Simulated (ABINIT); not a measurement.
# Converging GW for BN (P6_3/mmc) in ABINIT, part 2 of 2

Wanted: a converged G0W0 gap of BN (P6_3/mmc), or an estimate of the limit.

ABINIT 10.8.3; PBE and many-body steps on it, plane waves. Known limits of the many-body steps: not at the basis limit; coarse k mesh.

So far. Step 3 (Screening, 6×6×2 mesh, 122 bands, screening to 149.7 eV): Local fields lower ε∞ by 7 %. On a Γ-centred mesh this coarse the value itself is usually too large, while a short band sum pulls it down. Step 4 (122 bands, 149.7 eV): The gap on the mesh goes from 4.31 eV to 5.63 eV, a correction of +1.31 eV.

### 6. 190 bands, 203.5 eV

This step: G0W0 on PBE, plane waves, norm-conserving pseudopotentials.

run.abi

```
acell 3*1.0 Angstrom
rprim 
  2.503989999987 0.000000000003 0.000000000000
  -1.251994999996 2.168518950810 0.000000000000
  0.000000000000 0.000000000000 6.661200000000
ntypat 2
znucl 5 7
natom 4
typat 1 1 2 2
xred 
  0.333333333333 0.666666666667 0.250000000000
  0.666666666667 0.333333333333 0.750000000000
  0.333333333333 0.666666666667 0.750000000000
  0.666666666667 0.333333333333 0.250000000000
pp_dirpath "pseudos"
pseudos "B.upf, N.upf"
ecut 36
ngkpt 6 6 2
nshiftk 1
shiftk 0 0 0
kptopt 1
chksymbreak 0
istwfk *1
occopt 1
irdwfk 1
optdriver 4
nband 190
gwcalctyp 0
ecutsigx 36
symsigma 1
nkptgw 5
kptgw 
  0.3333333333 0.3333333333 0.5000000000
  0.5000000000 0.0000000000 0.0000000000
  0.0000000000 0.0000000000 0.0000000000
  0.0000000000 0.0000000000 0.5000000000
  0.5000000000 0.0000000000 0.5000000000
bdgw 
  7 10
  7 10
  7 10
  5 10
  7 10
ecuteps 7.48
irdscr 1
ppmodel 1
indata_prefix "in"
outdata_prefix "out"
tmpdata_prefix "tmp"
```

Run with:

```console
> OMP_NUM_THREADS=1 mpirun -n 8 abinit run.abi > log
```

The log of the run:

```text
.Version 10.8.3 of ABINIT. v10.8.2 released Aug 2026.

 Symmetries : space group P6_3/m m c (#194); Bravais hP (primitive hexag.)
[... echo of the input left out ...]
== DATASET  1 ==================================================================
-   mpi_nproc: 8, omp_nthreads: 1 (-1 if OMP is not activated)

--- !DatasetInfo
iteration_state: {dtset: 1, }
dimensions: {natom: 4, nkpt: 14, mband: 190, nsppol: 1, nspinor: 1, nspden: 1, mpw: 2542, }
cutoff_energies: {ecut:  36.0, pawecutdg:  -1.0, }
electrons: {nelect:   1.60000000E+01, charge:   0.00000000E+00, occopt:   1.00000000E+00, tsmear:   1.00000000E-02, }

 SIGMA: Calculation of the GW corrections

 Based on a program developped by R.W. Godby, V. Olevano, G. Onida, and L. Reining.
 Incorporated in ABINIT by V. Olevano, G.-M. Rignanese, and M. Torrent.
.Using double precision arithmetic ; gwpc =  8

[... cell and pseudopotentials left out ...]
--------------------------------------------------------------------------------

 ==== K-mesh for the wavefunctions ====
 Number of points in the irreducible wedge :    14
[... list of points left out ...]
 Together with 24 symmetry operations and time-reversal symmetry
 yields    72 points in the full Brillouin Zone.

 ==== Q-mesh for screening function ====
 Number of points in the irreducible wedge :    14
[... list of points left out ...]
 Together with 24 symmetry operations and time-reversal symmetry
 yields    72 points in the full Brillouin Zone.

 vcoul_init : cutoff-mode = AUXILIARY_FUNCTION
 q-points for optical limit:   1
     1)      0.000010    0.000020    0.000030
 setmesh: FFT mesh size selected  =    24x   24x   72
          total number of points  =        41472

 Number of electrons calculated from density =   16.0000; Expected =   16.0000
[...]
data: !SigmaeeData |
     Band     E0 <VxcDFT>   SigX SigC(E0)      Z dSigC/dE  Sig(E)    E-E0       E
        7   2.782 -16.631 -20.009   2.390   0.800  -0.250 -17.421  -0.790   1.992
        8   2.782 -16.631 -20.009   2.390   0.800  -0.250 -17.421  -0.790   1.992
        9   7.451 -10.920  -5.614  -4.465   0.828  -0.208 -10.225   0.696   8.147
[...]
--- !SelfEnergy_ee
iteration_state: {dtset: 1, }
kpoint     : [   0.500,    0.000,    0.000, ]
spin       : 1
KS_gap     :    4.750
QP_gap     :    6.184
Delta_QP_KS:    1.434
data: !SigmaeeData |
     Band     E0 <VxcDFT>   SigX SigC(E0)      Z dSigC/dE  Sig(E)    E-E0       E
[...]
--- !SelfEnergy_ee
iteration_state: {dtset: 1, }
kpoint     : [   0.000,    0.000,    0.000, ]
spin       : 1
KS_gap     :    6.581
QP_gap     :    7.802
Delta_QP_KS:    1.221
data: !SigmaeeData |
     Band     E0 <VxcDFT>   SigX SigC(E0)      Z dSigC/dE  Sig(E)    E-E0       E
[...]
--- !SelfEnergy_ee
iteration_state: {dtset: 1, }
kpoint     : [   0.000,    0.000,    0.500, ]
spin       : 1
KS_gap     :    8.934
QP_gap     :   10.521
Delta_QP_KS:    1.587
data: !SigmaeeData |
     Band     E0 <VxcDFT>   SigX SigC(E0)      Z dSigC/dE  Sig(E)    E-E0       E
[...]
--- !SelfEnergy_ee
iteration_state: {dtset: 1, }
kpoint     : [   0.500,    0.000,    0.500, ]
spin       : 1
KS_gap     :    5.686
QP_gap     :    7.298
Delta_QP_KS:    1.612
data: !SigmaeeData |
     Band     E0 <VxcDFT>   SigX SigC(E0)      Z dSigC/dE  Sig(E)    E-E0       E
[...]
9   7.554 -10.994  -5.945  -4.247   0.831  -0.204 -10.328   0.667   8.220
       10   7.554 -10.994  -5.945  -4.247   0.831  -0.204 -10.328   0.667   8.220

== END DATASET(S) ==============================================================
================================================================================

 -outvars: echo values of variables after computation  --------
           etotal      0.0000000000E+00
            nband         190
             nkpt          14
          spgroup         194
 [... the other variables as echoed above ...]

 Calculation completed.
```

Elapsed: 28 s, on 8 MPI ranks of Arm Neoverse V1, shared host; peak memory 1.5 GiB.

This step gave:

* G0W0 gap on the mesh: 5.683 eV
* starting gap on the mesh: 4.314 eV
* k of the valence top: 0.3333, 0.3333, 0.5
* k of the conduction bottom: 0.5, 0, 0
* Z at the valence top: 0.8
* Z at the conduction bottom: 0.835
* least direct G0W0 gap on the computed points: 6.155 eV

Against G0W0 in ABINIT (6×6×2 mesh, 122 bands, screening to 149.7 eV, Godby-Needs plasmon pole), the gap moves by +0.057 eV.

### 7. Screening, 6×6×2 mesh, 285 bands, screening to 269.4 eV

This step: RPA screening on PBE, plane waves, norm-conserving pseudopotentials.

Changes to run.abi since step 6:

```diff
@@ -25,23 +25,8 @@
 irdwfk 1
-optdriver 4
-nband 190
-gwcalctyp 0
-ecutsigx 36
-symsigma 1
-nkptgw 5
-kptgw 
-  0.3333333333 0.3333333333 0.5000000000
-  0.5000000000 0.0000000000 0.0000000000
-  0.0000000000 0.0000000000 0.0000000000
-  0.0000000000 0.0000000000 0.5000000000
-  0.5000000000 0.0000000000 0.5000000000
-bdgw 
-  7 10
-  7 10
-  7 10
-  5 10
-  7 10
-ecuteps 7.48
-irdscr 1
-ppmodel 1
+optdriver 3
+nband 285
+ecuteps 9.9
+inclvkb 2
+awtr 1
+symchi 1
 indata_prefix "in"
```

The log of the run:

```text
.Version 10.8.3 of ABINIT. v10.8.2 released Aug 2026.

 Symmetries : space group P6_3/m m c (#194); Bravais hP (primitive hexag.)
[... echo of the input left out ...]
== DATASET  1 ==================================================================
-   mpi_nproc: 8, omp_nthreads: 1 (-1 if OMP is not activated)

--- !DatasetInfo
iteration_state: {dtset: 1, }
dimensions: {natom: 4, nkpt: 14, mband: 285, nsppol: 1, nspinor: 1, nspden: 1, mpw: 2542, }
cutoff_energies: {ecut:  36.0, pawecutdg:  -1.0, }
[...]
--------------------------------------------------------------------------------
[... chi0 elements left out ...]
 For q-point:  0.000010 0.000020 0.000030
  dielectric constant =   4.2256
  dielectric constant without local fields =   4.5526

  Average fulfillment of the sum rule on Im[epsilon] for q-point    1 :     96.64  [%]
[... wings left out ...]
  q-point number  2        q = ( 0.166667, 0.000000, 0.000000) [r.l.u.]
--------------------------------------------------------------------------------
[... chi0 elements left out ...]
  Average fulfillment of the sum rule on Im[epsilon] for q-point    2 :     98.59  [%]

 [... 12 further q-points ...]
```

Wall time 92 s (8 MPI ranks); peak memory 2.2 GiB.

Numbers from this step:

| Item | Value |
| --- | --- |
| ε∞ with local fields, on this mesh, along the program's q direction | 4.226 |
| the same without local fields | 4.553 |
| plasma frequency | 24.70 eV |
| plane waves in the screening matrix | 371 |

### 8. 285 bands, 269.4 eV

This step: G0W0 on PBE, plane waves, norm-conserving pseudopotentials.

Changes to run.abi since step 7:

```diff
@@ -25,8 +25,23 @@
 irdwfk 1
-optdriver 3
+optdriver 4
 nband 285
+gwcalctyp 0
+ecutsigx 36
+symsigma 1
+nkptgw 5
+kptgw 
+  0.3333333333 0.3333333333 0.5000000000
+  0.5000000000 0.0000000000 0.0000000000
+  0.0000000000 0.0000000000 0.0000000000
+  0.0000000000 0.0000000000 0.5000000000
+  0.5000000000 0.0000000000 0.5000000000
+bdgw 
+  7 10
+  7 10
+  7 10
+  5 10
+  7 10
 ecuteps 9.9
-inclvkb 2
-awtr 1
-symchi 1
+irdscr 1
+ppmodel 1
 indata_prefix "in"
```

The log of the run:

```text
.Version 10.8.3 of ABINIT. v10.8.2 released Aug 2026.

 Symmetries : space group P6_3/m m c (#194); Bravais hP (primitive hexag.)
[... echo of the input left out ...]
== DATASET  1 ==================================================================
-   mpi_nproc: 8, omp_nthreads: 1 (-1 if OMP is not activated)

--- !DatasetInfo
iteration_state: {dtset: 1, }
dimensions: {natom: 4, nkpt: 14, mband: 285, nsppol: 1, nspinor: 1, nspden: 1, mpw: 2542, }
cutoff_energies: {ecut:  36.0, pawecutdg:  -1.0, }
[...]
Band     E0 <VxcDFT>   SigX SigC(E0)      Z dSigC/dE  Sig(E)    E-E0       E
[...]
9   7.554 -10.994  -5.945  -4.293   0.831  -0.204 -10.367   0.628   8.181
       10   7.554 -10.994  -5.945  -4.293   0.831  -0.204 -10.367   0.628   8.181

== END DATASET(S) ==============================================================
================================================================================

 -outvars: echo values of variables after computation  --------
           etotal      0.0000000000E+00
            nband         285
             nkpt          14
          spgroup         194
 [... the other variables as echoed above ...]

 Calculation completed.
```

The job ended after 1.7 min (8 MPI ranks; peak memory 2.8 GiB).

Numbers from this step:

- G0W0 gap on the mesh: 5.749 eV
- starting gap on the mesh: 4.314 eV
- k of the valence top: 0.3333, 0.3333, 0.5
- k of the conduction bottom: 0.5, 0, 0
- least direct G0W0 gap on the computed points: 6.217 eV

Against G0W0 in ABINIT (6×6×2 mesh, 190 bands, screening to 203.5 eV, Godby-Needs plasmon pole), the gap moves by +0.066 eV.

### 9. Screening, 6×6×2 mesh, 434 bands, screening to 359.2 eV

This step: RPA screening on PBE, plane waves, norm-conserving pseudopotentials.

Changes to run.abi since step 8:

```diff
@@ -25,23 +25,8 @@
 irdwfk 1
-optdriver 4
-nband 285
-gwcalctyp 0
-ecutsigx 36
-symsigma 1
-nkptgw 5
-kptgw 
-  0.3333333333 0.3333333333 0.5000000000
-  0.5000000000 0.0000000000 0.0000000000
-  0.0000000000 0.0000000000 0.0000000000
-  0.0000000000 0.0000000000 0.5000000000
-  0.5000000000 0.0000000000 0.5000000000
-bdgw 
-  7 10
-  7 10
-  7 10
-  5 10
-  7 10
-ecuteps 9.9
-irdscr 1
-ppmodel 1
+optdriver 3
+nband 434
+ecuteps 13.2
+inclvkb 2
+awtr 1
+symchi 1
 indata_prefix "in"
```

The log of the run:

```text
.Version 10.8.3 of ABINIT. v10.8.2 released Aug 2026.

 Symmetries : space group P6_3/m m c (#194); Bravais hP (primitive hexag.)
[... echo of the input left out ...]
== DATASET  1 ==================================================================
-   mpi_nproc: 8, omp_nthreads: 1 (-1 if OMP is not activated)

--- !DatasetInfo
iteration_state: {dtset: 1, }
dimensions: {natom: 4, nkpt: 14, mband: 434, nsppol: 1, nspinor: 1, nspden: 1, mpw: 2542, }
cutoff_energies: {ecut:  36.0, pawecutdg:  -1.0, }
[...]
--------------------------------------------------------------------------------
[... chi0 elements left out ...]
 For q-point:  0.000010 0.000020 0.000030
  dielectric constant =   4.2249
  dielectric constant without local fields =   4.5527

  Average fulfillment of the sum rule on Im[epsilon] for q-point    1 :     98.79  [%]
[... wings left out ...]
  q-point number  2        q = ( 0.166667, 0.000000, 0.000000) [r.l.u.]
--------------------------------------------------------------------------------
[... chi0 elements left out ...]
  Average fulfillment of the sum rule on Im[epsilon] for q-point    2 :    100.05  [%]

 [... 12 further q-points ...]
```

It took 4.1 min on 8 MPI ranks; peak memory 3.1 GiB; 33 min of CPU time.

Numbers from this step:

| Item | Value |
| --- | --- |
| ε∞ with local fields, on this mesh, along the program's q direction | 4.225 |
| the same without local fields | 4.553 |
| plasma frequency | 24.70 eV |
| plane waves in the screening matrix | 549 |

### 10. 434 bands, 359.2 eV

This step: G0W0 on PBE, plane waves, norm-conserving pseudopotentials.

Changes to run.abi since step 9:

```diff
@@ -25,8 +25,23 @@
 irdwfk 1
-optdriver 3
+optdriver 4
 nband 434
+gwcalctyp 0
+ecutsigx 36
+symsigma 1
+nkptgw 5
+kptgw 
+  0.3333333333 0.3333333333 0.5000000000
+  0.5000000000 0.0000000000 0.0000000000
+  0.0000000000 0.0000000000 0.0000000000
+  0.0000000000 0.0000000000 0.5000000000
+  0.5000000000 0.0000000000 0.5000000000
+bdgw 
+  7 10
+  7 10
+  7 10
+  5 10
+  7 10
 ecuteps 13.2
-inclvkb 2
-awtr 1
-symchi 1
+irdscr 1
+ppmodel 1
 indata_prefix "in"
```

The log of the run:

```text
.Version 10.8.3 of ABINIT. v10.8.2 released Aug 2026.

 Symmetries : space group P6_3/m m c (#194); Bravais hP (primitive hexag.)
[... echo of the input left out ...]
== DATASET  1 ==================================================================
-   mpi_nproc: 8, omp_nthreads: 1 (-1 if OMP is not activated)

--- !DatasetInfo
iteration_state: {dtset: 1, }
dimensions: {natom: 4, nkpt: 14, mband: 434, nsppol: 1, nspinor: 1, nspden: 1, mpw: 2542, }
cutoff_energies: {ecut:  36.0, pawecutdg:  -1.0, }
[...]
Band     E0 <VxcDFT>   SigX SigC(E0)      Z dSigC/dE  Sig(E)    E-E0       E
[...]
9   7.554 -10.994  -5.945  -4.326   0.830  -0.204 -10.394   0.601   8.155
       10   7.554 -10.994  -5.945  -4.326   0.830  -0.204 -10.394   0.601   8.155

== END DATASET(S) ==============================================================
================================================================================

 -outvars: echo values of variables after computation  --------
           etotal      0.0000000000E+00
            nband         434
             nkpt          14
          spgroup         194
 [... the other variables as echoed above ...]

 Calculation completed.
```

The job ended after 5.4 min (8 MPI ranks; peak memory 4.5 GiB).

This step gave:

```
G0W0 gap on the mesh                         : 5.795 eV
starting gap on the mesh                     : 4.314 eV
k of the valence top                         : 0.3333, 0.3333, 0.5
k of the conduction bottom                   : 0.5, 0, 0
least direct G0W0 gap on the computed points : 6.261 eV
```

Against G0W0 in ABINIT (6×6×2 mesh, 285 bands, screening to 269.4 eV, Godby-Needs plasmon pole), the gap moves by +0.046 eV.

### 11. Screening, 6×6×2 mesh, 640 bands, screening to 466.9 eV

This step: RPA screening on PBE, plane waves, norm-conserving pseudopotentials.

Changes to run.abi since step 10:

```diff
@@ -25,23 +25,8 @@
 irdwfk 1
-optdriver 4
-nband 434
-gwcalctyp 0
-ecutsigx 36
-symsigma 1
-nkptgw 5
-kptgw 
-  0.3333333333 0.3333333333 0.5000000000
-  0.5000000000 0.0000000000 0.0000000000
-  0.0000000000 0.0000000000 0.0000000000
-  0.0000000000 0.0000000000 0.5000000000
-  0.5000000000 0.0000000000 0.5000000000
-bdgw 
-  7 10
-  7 10
-  7 10
-  5 10
-  7 10
-ecuteps 13.2
-irdscr 1
-ppmodel 1
+optdriver 3
+nband 640
+ecuteps 17.16
+inclvkb 2
+awtr 1
+symchi 1
 indata_prefix "in"
```

The log of the run:

```text
.Version 10.8.3 of ABINIT. v10.8.2 released Aug 2026.

 Symmetries : space group P6_3/m m c (#194); Bravais hP (primitive hexag.)
[... echo of the input left out ...]
== DATASET  1 ==================================================================
-   mpi_nproc: 8, omp_nthreads: 1 (-1 if OMP is not activated)

--- !DatasetInfo
iteration_state: {dtset: 1, }
dimensions: {natom: 4, nkpt: 14, mband: 640, nsppol: 1, nspinor: 1, nspden: 1, mpw: 2542, }
cutoff_energies: {ecut:  36.0, pawecutdg:  -1.0, }
[...]
--------------------------------------------------------------------------------
[... chi0 elements left out ...]
 For q-point:  0.000010 0.000020 0.000030
  dielectric constant =   4.2245
  dielectric constant without local fields =   4.5527

  Average fulfillment of the sum rule on Im[epsilon] for q-point    1 :    100.02  [%]
[... wings left out ...]
  q-point number  2        q = ( 0.166667, 0.000000, 0.000000) [r.l.u.]
--------------------------------------------------------------------------------
[... chi0 elements left out ...]
  Average fulfillment of the sum rule on Im[epsilon] for q-point    2 :    100.87  [%]

 [... 12 further q-points ...]
```

The job ended after 13 min (8 MPI ranks; peak memory 5.5 GiB; 1.8 h of CPU time).

Numbers from this step:

- ε∞ with local fields, on this mesh, along the program's q direction: 4.224
- the same without local fields: 4.553
- plasma frequency: 24.70 eV
- plane waves in the screening matrix: 845

### 12. 640 bands, 466.9 eV

This step: G0W0 on PBE, plane waves, norm-conserving pseudopotentials.

Changes to run.abi since step 11:

```diff
@@ -25,8 +25,23 @@
 irdwfk 1
-optdriver 3
+optdriver 4
 nband 640
+gwcalctyp 0
+ecutsigx 36
+symsigma 1
+nkptgw 5
+kptgw 
+  0.3333333333 0.3333333333 0.5000000000
+  0.5000000000 0.0000000000 0.0000000000
+  0.0000000000 0.0000000000 0.0000000000
+  0.0000000000 0.0000000000 0.5000000000
+  0.5000000000 0.0000000000 0.5000000000
+bdgw 
+  7 10
+  7 10
+  7 10
+  5 10
+  7 10
 ecuteps 17.16
-inclvkb 2
-awtr 1
-symchi 1
+irdscr 1
+ppmodel 1
 indata_prefix "in"
```

The log of the run:

```text
.Version 10.8.3 of ABINIT. v10.8.2 released Aug 2026.

 Symmetries : space group P6_3/m m c (#194); Bravais hP (primitive hexag.)
[... echo of the input left out ...]
== DATASET  1 ==================================================================
-   mpi_nproc: 8, omp_nthreads: 1 (-1 if OMP is not activated)

--- !DatasetInfo
iteration_state: {dtset: 1, }
dimensions: {natom: 4, nkpt: 14, mband: 640, nsppol: 1, nspinor: 1, nspden: 1, mpw: 2542, }
cutoff_energies: {ecut:  36.0, pawecutdg:  -1.0, }
[...]
Band     E0 <VxcDFT>   SigX SigC(E0)      Z dSigC/dE  Sig(E)    E-E0       E
[...]
9   7.554 -10.994  -5.945  -4.344   0.830  -0.204 -10.409   0.585   8.139
       10   7.554 -10.994  -5.945  -4.344   0.830  -0.204 -10.409   0.585   8.139

== END DATASET(S) ==============================================================
================================================================================

 -outvars: echo values of variables after computation  --------
           etotal      0.0000000000E+00
            nband         640
             nkpt          14
          spgroup         194
 [... the other variables as echoed above ...]

 Calculation completed.
```

It took 18 min on 8 MPI ranks; peak memory 9.2 GiB; 2.5 h of CPU time.

Numbers from this step:

```
G0W0 gap on the mesh                         : 5.825 eV
starting gap on the mesh                     : 4.314 eV
k of the valence top                         : 0.3333, 0.3333, 0.5
k of the conduction bottom                   : 0.5, 0, 0
least direct G0W0 gap on the computed points : 6.289 eV
```

Against G0W0 in ABINIT (6×6×2 mesh, 434 bands, screening to 359.2 eV, Godby-Needs plasmon pole), the gap moves by +0.030 eV.

### 13. The runs together

Times are wall times on 8 MPI ranks of Arm Neoverse V1, shared host, good to a factor of about two. A run's time includes the screening step that it read.

```
                run   mesh  bands  screening cutoff (eV)  DFT gap (eV)  gap on the mesh (eV)  direct (eV)  ε∞ used     time
122 bands, 149.7 eV  6×6×2    122                  149.7         4.314                 5.626        6.106     4.23     28 s
190 bands, 203.5 eV  6×6×2    190                  203.5         4.314                 5.683        6.155     4.23     61 s
285 bands, 269.4 eV  6×6×2    285                  269.4         4.314                 5.749        6.217     4.23  3.2 min
434 bands, 359.2 eV  6×6×2    434                  359.2         4.314                 5.795        6.261     4.22  9.6 min
640 bands, 466.9 eV  6×6×2    640                  466.9         4.314                 5.825        6.289     4.22   32 min
```

### 14. Results

| Item | Value |
| --- | --- |
| 122 bands, 149.7 eV | 5.626 eV |
| 190 bands, 203.5 eV | 5.683 eV |
| 285 bands, 269.4 eV | 5.749 eV |
| 434 bands, 359.2 eV | 5.795 eV |
| 640 bands, 466.9 eV | 5.825 eV |
| known limits | not at the basis limit; coarse k mesh |

From the first rung to the last the gap moves by +0.20 eV for 67 times the time. The 6×6×2 mesh is coarse for this cell, which bears on the long-range parts of exchange and screening.

[Paths, hosts, dates, memory and timing lines, banners, echoed tables and standing remarks are left out of the program output.]

[Logs are printed without paths, hosts, clocks, repeated set-up lines and the standing remarks that a program may print on its own settings, such as how far it seeks lower states.]

[Runs of the session that timed out or met a known fault of the program may be left out.]

[Hosts, paths, dates, database ids (printed as entryN), source tags and the programs' standing remarks are cut or masked in the printed files.]

[G0W0 gaps are taken among the corrected bands and points alone; a level outside them can change the order at an edge.]

[Where Ansatz stands beside ABINIT at settings called matched, ABINIT's density can come from a denser mesh and the files from another edition; pairs whose starting gaps differed by over 0.03 eV were left out, so agreement reads better than it is.]
